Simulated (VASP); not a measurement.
Runs of VASP 6.6.1 on MnS. It takes space group F-43m (No. 216, cubic). The conventional cell has a = 5.600 Å, b = 5.600 Å, c = 5.600 Å, α = 90.00°, β = 90.00°, γ = 90.00°. Mn (site symmetry -43m) is surrounded by 4 S at 2.42 Å. S (site symmetry -43m) is surrounded by 4 Mn at 2.42 Å. 

```csv
level,spin,U,k mesh,cutoff (eV),grid for exact exchange (PRECFOCK),screening parameter,mesh quality,gap on the mesh (eV),pressure (GPa),moment (μB)
PBEsol+U,"collinear, ferromagnetic start",Mn d U = 4 eV,7 × 7 × 4,520,-,-,not flagged,1.09,2.5,10.00
HSE06,"collinear, antiferromagnetic start",-,4 × 4 × 2,450,Fast,0.2 1/A,coarse,(b),1.0,0.00
PBEsol+U,"collinear, antiferromagnetic start",Mn d U = 4 eV,7 × 7 × 4,520,-,-,not flagged,2.14,0.9,0.00
HSE06,"collinear, ferromagnetic start",-,4 × 4 × 2,450,Fast,0.2 1/A,coarse,(a),3.0,10.00
```

Alike in all rows: task single point; potentials or basis VASP PAW PBE potentials, release 64 (Mn_pv, S); cell as given; smearing gaussian 0.05 eV.

Q: Estimate the missing entries.

A: (a) 1.76; (b) 3.03.

Caveats: some runs use coarse meshes; the PAW data sets were made with another functional, which shifts forces and pressure a little; an odd mesh through Γ misses points on the zone boundary, where band edges often lie (some runs).
